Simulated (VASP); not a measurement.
# InSe (Fm-3m) in VASP: further runs

One crystal, InSe, is run at these levels: PBE+D3(BJ); tasks: single point.

Everything below comes from runs of VASP 6.6.1. Logs are shortened: lines on timing, memory, paths and dates and some standing lists are left out, and cuts for length are marked.

### Step 1. The crystal as given

Symmetry: Fm-3m, No. 225, cubic system. The conventional cell has a = 5.904 Å, b = 5.904 Å, c = 5.904 Å, α = 90.00°, β = 90.00°, γ = 90.00°. Around In (site symmetry m-3m) lie 6 Se at 2.95 Å. Se (site symmetry m-3m) is surrounded by 6 In at 2.95 Å.

The cell was built by a generator and needn't be a form met in nature.

### Step 2. Single point, PBE+D3(BJ)

Contents of INCAR:

```
SYSTEM = InSe
ALGO = Normal
EDIFF = 1E-6
ENCUT = 520
GGA = PE
ISIF = 2
ISMEAR = 0
IVDW = 12
LASPH = .True.
LCHARG = .False.
LREAL = .False.
LWAVE = .False.
NBANDS = 16
NELM = 100
PREC = Accurate
SIGMA = 0.05
```

Contents of KPOINTS:

```
k-points
0
Gamma
  14 14 14
  0 0 0
```

Contents of POSCAR:

```
InSe
1.0
    0.0000000000      2.9521510900      2.9521510900
    2.9521510900      0.0000000000      2.9521510900
    2.9521510900      2.9521510900      0.0000000000
In Se
1 1
Direct
    0.0000000000      0.0000000000      0.0000000000
    0.5000000000      0.5000000000      0.5000000000
```

Potentials or basis: VASP PAW PBE potentials, release 64 (In_d, Se).

The run is started by

```
cat potpaw_PBE.64/In_d/POTCAR potpaw_PBE.64/Se/POTCAR > POTCAR
mpirun -np 1 vasp_std > vasp.out
```

OUTCAR:

```text
SYSTEM = InSe
   EDIFF = 1E-6
   ENCUT = 520
   GGA = PE
   ISIF = 2
   ISMEAR = 0
   IVDW = 12
   LASPH = .True.
   LREAL = .False.
   NELM = 100
   PREC = Accurate
 IVDW          = 12

 ion  position               nearest neighbor table
   1  0.000  0.000  0.000-   2 2.95   2 2.95   2 2.95   2 2.95   2 2.95   2 2.95
   2  0.500  0.500  0.500-   1 2.95   1 2.95   1 2.95   1 2.95   1 2.95   1 2.95

  LATTYP: Found a face centered cubic cell.
 ALAT       =     5.9043021800

  Lattice vectors:

 A1 = (   0.0000000000,   2.9521510900,   2.9521510900)
 A2 = (   2.9521510900,   0.0000000000,   2.9521510900)
 A3 = (   2.9521510900,   2.9521510900,   0.0000000000)

Analysis of symmetry for initial positions (statically):
=====================================================================
 Subroutine PRICEL returns:
 Original cell was already a primitive cell.

 Routine SETGRP: Setting up the symmetry group for a
 face centered cubic supercell.

 Subroutine GETGRP returns: Found 48 space group operations
 (whereof 48 operations were pure point group operations)
 out of a pool of 48 trial point group operations.

The static configuration has the point symmetry O_h .

Analysis of symmetry for dynamics (positions and initial velocities):
=====================================================================
 Subroutine PRICEL returns:
 Original cell was already a primitive cell.

 Routine SETGRP: Setting up the symmetry group for a
 face centered cubic supercell.

 Subroutine GETGRP returns: Found 48 space group operations
 (whereof 48 operations were pure point group operations)
 out of a pool of 48 trial point group operations.

The dynamic configuration has the point symmetry O_h .

 Subroutine INISYM returns: Found 48 space group operations
 (whereof 48 operations are pure point group operations),
 and found     1 'primitive' translations

----------------------------------------------------------------------------------------

                                     Primitive cell

  volume of cell :      51.4572

  direct lattice vectors                    reciprocal lattice vectors
     0.000000000  2.952151090  2.952151090    -0.169368025  0.169368025  0.169368025
     2.952151090  0.000000000  2.952151090     0.169368025 -0.169368025  0.169368025
     2.952151090  2.952151090  0.000000000     0.169368025  0.169368025 -0.169368025

  length of vectors
     4.174972110  4.174972110  4.174972110     0.293354025  0.293354025  0.293354025

  position of ions in fractional coordinates (direct lattice)
     0.000000000  0.000000000  0.000000000
     0.500000000  0.500000000  0.500000000

  ion indices of the primitive-cell ions
   primitive index   ion index
                 1           1
                 2           2

----------------------------------------------------------------------------------------

 KPOINTS: k-points

Automatic generation of k-mesh.
 Grid dimensions read from file:
 generate k-points for:   14   14   14

 Generating k-lattice:

  Cartesian coordinates                     Fractional coordinates (reciprocal lattice)
    -0.012097716  0.012097716  0.012097716     0.071428571  0.000000000  0.000000000
     0.012097716 -0.012097716  0.012097716     0.000000000  0.071428571  0.000000000
     0.012097716  0.012097716 -0.012097716     0.000000000  0.000000000  0.071428571

  Length of vectors
     0.020953859  0.020953859  0.020953859

  Shift w.r.t. Gamma in fractional coordinates (k-lattice)
     0.000000000  0.000000000  0.000000000

 Subroutine IBZKPT returns following result:
 ===========================================

 Found    104 irreducible k-points:

 Following reciprocal coordinates:
            Coordinates               Weight
  0.000000  0.000000  0.000000      1.000000
  0.071429  0.000000  0.000000      8.000000
  0.142857  0.000000  0.000000      8.000000
  0.214286  0.000000  0.000000      8.000000
  0.285714  0.000000  0.000000      8.000000
  0.357143  0.000000  0.000000      8.000000
[... 16 lines left out ...]
  0.214286  0.142857  0.000000     24.000000
  0.285714  0.142857  0.000000     24.000000
 [... further k-points ...]
   k-points           NKPTS =    104   k-points in BZ     NKDIM =    104   number of bands    NBANDS=     16
   number of dos      NEDOS =    301   number of ions     NIONS =      2
   total plane-waves  NPLWV =  32768
   dimension x,y,z NGX =    32 NGY =   32 NGZ =   32
   dimension x,y,z NGXF=    64 NGYF=   64 NGZF=   64
   ions per type =               1   1
   NGX,Y,Z   is equivalent  to a cutoff of  12.74, 12.74, 12.74 a.u.
   NGXF,Y,Z  is equivalent  to a cutoff of  25.48, 25.48, 25.48 a.u.
 SYSTEM =  InSe
   PREC   = accura    normal or accurate (medium, high low for compatibility)
   ISTART =      0    job   : 0-new  1-cont  2-samecut
   ICHARG =      2    charge: 1-file 2-atom 10-const
   ISPIN  =      1    spin polarized calculation?
   LNONCOLLINEAR =      F non collinear calculations
   LSORBIT =      F    spin-orbit coupling
   LASPH  =      T    aspherical Exc in radial PAW
   ENCUT  =  520.0 eV  38.22 Ry    6.18 a.u.   7.76  7.76  7.76*2*pi/ulx,y,z
   NELM   =    100;   NELMIN=  2; NELMDL= -5     # of ELM steps
   EDIFF  = 0.1E-05   stopping-criterion for ELM
   LREAL  =      F    real-space projection
   EDIFFG = 0.1E-04   stopping-criterion for IOM
   NSW    =      0    number of steps for IOM
   IBRION =     -1    ionic relax: 0-MD 1-quasi-New 2-CG
   NFREE  =      0    steps in history (QN), initial steepest desc. (CG)
   ISIF   =      2    stress and relaxation
   ISYM   =      2    0-nonsym 1-usesym 2-fastsym
   POTIM  = 0.5000    time-step for ionic-motion
   TEBEG  =    0.0;   TEEND  =   0.0 temperature during run
   PSTRESS=    0.0 pullay stress
   NELECT =      19.0000    total number of electrons
   NUPDOWN=      -1.0000    fix difference up-down
   EMIN   =  10.00;   EMAX   =-10.00  energy-range for DOS
   EFERMI =   0.00;   METHOD = LEGACY
   ISMEAR =     0;   SIGMA  =   0.05  broadening in eV -4-tet -1-fermi 0-gaus
   EFERMI_NEDOS =   21; number of points for ismear=-14 and -15
   IALGO  =     38    algorithm
   IMIX   =      4    mixing-type and parameters
     AMIX     =   0.40;   BMIX     =  1.00
     AMIX_MAG =   1.60;   BMIX_MAG =  1.00
  volume/ion in A,a.u.               =      25.73       173.62
  Fermi-wavevector in a.u.,A,eV,Ry     =   1.174476  2.219438 18.767791  1.379394
  Thomas-Fermi vector in A             =   2.310872
   LORBIT       =      0    0 simple, 1 ext, 2 COOP (PROOUT), +10 PAW based schemes
   GGA     = PE    functional components
   LHFCALC =     F    Hartree Fock is set to
   AEXX    =    0.0000 exact exchange contribution
   IVDW    =    12    specifies the selected vdW correction
   LEPSILON=     F    determine dielectric tensor
   LRPA    =     F    only Hartree local field effects (RPA)
 non-spin polarized calculation
 Gauss-broadening in eV      SIGMA  =   0.05
  energy-cutoff  :      520.00
  volume of cell :       51.46
 maximum number of plane-waves:      1411
   NGX = 15   NGY = 15   NGZ = 15

 number of electron      19.0000007 magnetization

 Free energy of the ion-electron system (eV)
  ---------------------------------------------------
  ext. energy  EPLUGINS =         0.00000000
  ---------------------------------------------------
  free energy    TOTEN  =        -6.92566641 eV

  energy without entropy =       -6.92399867  energy(sigma->0) =       -6.92483254

 E-fermi :   5.7308     XC(G=0):  -9.7137

 val. band max:        5.7230849520   @ k =   0.4286   0.2143   0.0714
 cond. band min:       5.7514811894   @ k =   0.3571   0.2143   0.0714
 fundamental gap:      0.0283962374
 Fermi energy:         5.7307539264

 k-point     1 :       0.0000    0.0000    0.0000
  band No.  band energies     occupation
      1      -8.9438      2.00000
      2      -8.9438      2.00000
      3      -8.9359      2.00000
      4      -8.9359      2.00000
      5      -8.9359      2.00000
      6      -8.2987      2.00000
[... 8 lines left out ...]
     15      12.2054      0.00000
     16      12.2054      0.00000

 k-point     2 :       0.0714    0.0000    0.0000
  band No.  band energies     occupation
      1      -8.9454      2.00000
      2      -8.9454      2.00000
      3      -8.9359      2.00000
      4      -8.9342      2.00000
      5      -8.9341      2.00000
      6      -8.2643      2.00000
[... 8 lines left out ...]
     15      12.4348      0.00000
     16      12.5054      0.00000

 k-point     3 :       0.1429    0.0000    0.0000
  band No.  band energies     occupation
      1      -8.9509      2.00000
      2      -8.9509      2.00000
      3      -8.9359      2.00000
      4      -8.9284      2.00000
      5      -8.9284      2.00000
      6      -8.1646      2.00000
[... 8 lines left out ...]
     15      12.7815      0.00000
     16      12.7815      0.00000

 k-point     4 :       0.2143    0.0000    0.0000
  band No.  band energies     occupation
      1      -8.9592      2.00000
      2      -8.9592      2.00000
      3      -8.9363      2.00000
      4      -8.9197      2.00000
      5      -8.9197      2.00000
      6      -8.0111      2.00000
[... 8 lines left out ...]
     15      13.3029      0.00000
     16      13.3029      0.00000
[... 324 lines left out ...]
 k-point    22 :       0.1429    0.1429    0.0000
  band No.  band energies     occupation
      1      -8.9867      2.00000
      2      -8.9410      2.00000
      3      -8.9390      2.00000
      4      -8.9254      2.00000
      5      -8.9254      2.00000
      6      -8.0924      2.00000
[... 8 lines left out ...]
     15      14.0277      0.00000
     16      14.0277      0.00000

 k-point    23 :       0.2143    0.1429    0.0000
  band No.  band energies     occupation
      1      -9.0149      2.00000
      2      -8.9423      2.00000
      3      -8.9405      2.00000
      4      -8.9203      2.00000
      5      -8.9176      2.00000
      6      -7.9549      2.00000
[... 8 lines left out ...]
     15      14.3692      0.00000
     16      14.4209      0.00000

 k-point    24 :       0.2857    0.1429    0.0000
  band No.  band energies     occupation
      1      -9.0393      2.00000
      2      -8.9468      2.00000
      3      -8.9417      2.00000
      4      -8.9154      2.00000
      5      -8.9075      2.00000
      6      -7.7749      2.00000
[... 8 lines left out ...]
     15      14.6094      0.00000
     16      14.9087      0.00000

 [... further k-points ...]

------------------------ aborting loop because EDIFF is reached ----------------------------------------

 Edisp (eV)   -0.68640

 E8    (eV) :    -0.3144

  FORCE on cell =-STRESS in cart. coord.  units (eV):
  Direction    XX          YY          ZZ          XY          YZ          ZX
  --------------------------------------------------------------------------------------
  -------------------------------------------------------------------------------------
  Total      -0.52500    -0.52500    -0.52500     0.00000     0.00000     0.00000
  in kB     -16.34651   -16.34651   -16.34651     0.00000     0.00000     0.00000
  external pressure =      -16.35 kB  Pullay stress =        0.00 kB

 VOLUME and BASIS-vectors are now :
 -----------------------------------------------------------------------------
  energy-cutoff  :      520.00
  volume of cell :       51.46
      direct lattice vectors                 reciprocal lattice vectors
     0.000000000  2.952151090  2.952151090    -0.169368025  0.169368025  0.169368025
     2.952151090  0.000000000  2.952151090     0.169368025 -0.169368025  0.169368025
     2.952151090  2.952151090  0.000000000     0.169368025  0.169368025 -0.169368025

 POSITION                                       TOTAL-FORCE (eV/Angst)
 -----------------------------------------------------------------------------------
      0.00000      0.00000      0.00000        -0.000000      0.000000      0.000000
      2.95215      2.95215      2.95215         0.000000      0.000000     -0.000000
 -----------------------------------------------------------------------------------
    total drift:                                0.000000     -0.000000     -0.000000

  FREE ENERGIE OF THE ION-ELECTRON SYSTEM (eV)
  ---------------------------------------------------
  free  energy   TOTEN  =        -7.6120638246 eV

  energy  without entropy=       -7.6103960840  energy(sigma->0) =       -7.61122995
```

Wall time 31 s (1 thread of Intel Xeon 6975P-C (Granite Rapids), shared host); peak memory 0.24 GiB.

What came out:

| Quantity | Value |
| --- | --- |
| Free energy | -7.6121 eV |
| Pressure | -1.6 GPa |
| Band gap on the k mesh | none (metal or under the smearing width) |
| Dispersion energy per atom | -0.343 eV |

Levels at points of the mesh, in eV from the Fermi level:
| k point | band 6 | band 7 | band 8 | band 9 | band 10 | band 11 | band 12 | band 13 | band 14 | band 15 |
| --- | --- | --- | --- | --- | --- | --- | --- | --- | --- | --- |
| (0.00, 0.00, 0.00) | -14.03 | -3.03 | -2.10 | -2.10 | -2.10 | 6.34 | 6.34 | 6.34 | 6.47 | 6.47 |
| (0.50, 0.00, 0.00) | -13.18 | -6.97 | -1.86 | -1.86 | 0.91 | 2.38 | 2.69 | 2.69 | 8.95 | 10.72 |
| (0.50, 0.50, 0.00) | -12.44 | -5.39 | -3.70 | -3.50 | -3.50 | 3.47 | 7.10 | 7.10 | 7.12 | 11.54 |

Caveat: pairwise dispersion overbinds metals, which lowers pressure and volume.

### Step 3. Single point, PBE+D3(BJ)

This run uses another cell than the first one, of 19.94 Å³/atom, 0.775 times its volume.

Contents of INCAR:

```
ALGO = Normal ; EDIFF = 1E-7
ENCUT = 520 ; GGA = PE
ISIF = 2 ; ISMEAR = 0
IVDW = 12 ; LASPH = T
LCHARG = F ; LREAL = F
LWAVE = F ; NBANDS = 16
NELM = 100 ; PREC = Accurate
SIGMA = 0.05
```

Contents of KPOINTS:

```
k-points
0
Gamma
  14 14 14
```

Contents of POSCAR:

```
InSe
1.0
    0.0000000000      2.7118743018      2.7118743018
    2.7118743018      0.0000000000      2.7118743018
    2.7118743018      2.7118743018      0.0000000000
In Se
1 1
Direct
    0.0000000000      0.0000000000      0.0000000000
    0.5000000000      0.5000000000      0.5000000000
```

Potentials or basis: VASP PAW PBE potentials, release 64 (In_d, Se).

The run is started by

```
cat potpaw_PBE.64/In_d/POTCAR potpaw_PBE.64/Se/POTCAR > POTCAR
mpirun -np 1 vasp_std > vasp.out
```

It took 41 s on 1 thread of Intel Xeon 6975P-C (Granite Rapids), shared host; peak memory 0.22 GiB.

It converged, with:

| Property | Result |
| --- | --- |
| Free energy | -7.0867 eV |
| Pressure | 20.9 GPa |
| Band gap on the k mesh | none (metal or under the smearing width) |
| Dispersion energy per atom | -0.446 eV |

Levels at points of the mesh, in eV from the Fermi level:
| k point | band 7 | band 8 | band 9 | band 10 | band 11 | band 12 | band 13 | band 14 |
| --- | --- | --- | --- | --- | --- | --- | --- | --- |
| (0.00, 0.00, 0.00) | -3.15 | -3.15 | -3.15 | -2.36 | 5.94 | 5.94 | 5.94 | 7.11 |
| (0.50, 0.00, 0.00) | -9.08 | -2.65 | -2.65 | 0.25 | 2.06 | 2.06 | 3.65 | 9.48 |
| (0.50, 0.50, 0.00) | -7.70 | -5.12 | -5.12 | -4.24 | 2.32 | 8.44 | 8.44 | 8.52 |

Caveat: so large a pressure means that the cell lies far from this level's equilibrium, or that cutoff or potentials fall short; pairwise dispersion overbinds metals, which lowers pressure and volume.
